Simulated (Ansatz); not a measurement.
## AlN, space group Fm-3m: an all-electron equation of state, step by step

Program: Ansatz's Python interface.

Notebook, run cell by cell (the value of a cell's last expression is shown):

**Cell 1**
```python
import ansatz
from ase.eos import EquationOfState
from ase.units import GPa
import numpy as np
```

**Cell 2**
```python
VECTORS = np.array([
    [0.0, 1.969, 1.969],
    [1.969, 0.0, 1.969],
    [1.969, 1.969, 0.0],
])
SITES = [
    ('Al', [0.0, 0.0, 0.0]),
    ('N', [0.5, 0.5, 0.5]),
]
```

**Cell 3**
```python
def crystal_on(cell):
    crystal = ansatz.Crystal(lattice=ansatz.Lattice.of(cell))
    for symbol, position in SITES:
        crystal = crystal.atom(symbol, position)
    return crystal
```

**Cell 4**
```python
volumes, energies = [], []
for scale in np.linspace(0.92, 1.08, 5):
    cell = VECTORS * scale ** (1 / 3)
    model = (
        crystal_on(cell).calculation()
        .functional('lda')
        .occupations(ansatz.OccupationsMethod.FIXED)
        .kpoints(8, 8, 8)
        .pseudopotentials('all_electron', lapw=True)
    )
    data = model.run(threads=1).report
    volumes.append(abs(np.linalg.det(cell)) / len(SITES))
    energies.append(data['free_energy_ev'] / len(SITES))
    print(f'{scale:.3f} {volumes[-1]:9.4f} A^3/atom {energies[-1]:16.5f} eV/atom  (estimated basis error {1000 * data["lapw_basis_errors"]["total_ev_per_atom"]:.2f} meV/atom)')
v0, e0, bulk = EquationOfState(volumes, energies, eos='birchmurnaghan').fit()
print(f'V0 = {v0:.4f} A^3/atom, B0 = {bulk / GPa:.1f} GPa')
```
Output:
```text
0.920    7.0230 A^3/atom      -4032.81897 eV/atom  (estimated basis error 0.10 meV/atom)
0.960    7.3284 A^3/atom      -4032.89679 eV/atom  (estimated basis error 0.10 meV/atom)
1.000    7.6337 A^3/atom      -4032.94306 eV/atom  (estimated basis error 0.10 meV/atom)
1.040    7.9391 A^3/atom      -4032.96324 eV/atom  (estimated basis error 0.10 meV/atom)
1.080    8.2444 A^3/atom      -4032.96181 eV/atom  (estimated basis error 0.09 meV/atom)
V0 = 8.0674 A^3/atom, B0 = 276.1 GPa
```

A third-order Birch-Murnaghan fit through the 5 points has its minimum at 8.07 Å³ an atom, 5.7 % above the typed cell, with a bulk modulus of 276 GPa and dB/dP = 3.9. From that minimum the energy rises by 146.1 meV an atom on the compressed side and 3.2 meV on the expanded side. The window is off centre, so dB/dP is rough.

What to keep in mind:
- All-electron totals depend on functional, relativistic treatment and basis; only differences at equal settings carry meaning.
- This is a high-temperature or high-pressure form, not the ambient phase.
- The structure is a deposited one; some such entries were measured under pressure or heat, so a shift against it needn't be the functional's error alone.
- Hardware and time: 35 s on 1 thread of Arm Neoverse N1, with other jobs on the host, peak memory 0.37 GiB.
